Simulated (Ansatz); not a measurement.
# CaSe: the cost of one run

Program: Ansatz 0.2.0. Level of theory: DFT LDA, scalar-relativistic. These are calculated values, not measurements.

1 further run of the same task is left out (it didn't finish).

**1. The starting structure**

Symmetry: Fm-3m, No. 225, cubic system. Conventional cell: a = 5.940 Å, b = 5.940 Å, c = 5.940 Å, α = 90.00°, β = 90.00°, γ = 90.00°. Around Ca (site symmetry m-3m) lie 6 Se at 2.97 Å. Se (site symmetry m-3m) has 6 Ca at 2.97 Å as nearest neighbours.

Structure file:

```
Ca Se
1.0
     0.00000    2.97024    2.97024
     2.97024    0.00000    2.97024
     2.97024    2.97024    0.00000
Ca Se
1 1
Direct
  0.00000 0.00000 0.00000
  0.50000 0.50000 0.50000
```

Structure from a Materials Project entry, not relaxed further.

Atoms are numbered in the order of the input: Ca1, Se2.

**2. Volume × 0.96, LAPW**

The input, input.yaml:

```yaml
crystal:
  lattice:
    - [0.0, 2.9300948315, 2.9300948315]
    - [2.9300948315, 0.0, 2.9300948315]
    - [2.9300948315, 2.9300948315, 0.0]
  atoms:
    - { symbol: Ca, position: [0.0, 0.0, 0.0] }
    - { symbol: Se, position: [0.5, 0.5, 0.5] }
kpoints:
  mp_grid: { grid: [9, 9, 9] }
scf:
  occupations: { method: fermi_dirac, width: 0.03 }
hamiltonian:
  xc: lda
  pseudopotentials: { kind: all_electron, lapw: { basis_error: 0.00025 } }
output:
  forces: true
  stress: true
  eigenvalues: true
```

The run is started by

```
> ansatz run input.yaml --threads 1 --pin off --max-ram 2048MiB --backend cpu --events-out ev --progress --plain --runs-dir out
```

What time and memory should one allow on 1 thread of Arm Neoverse N1, shared host?

About 14 s, with a peak of 0.3 GiB.
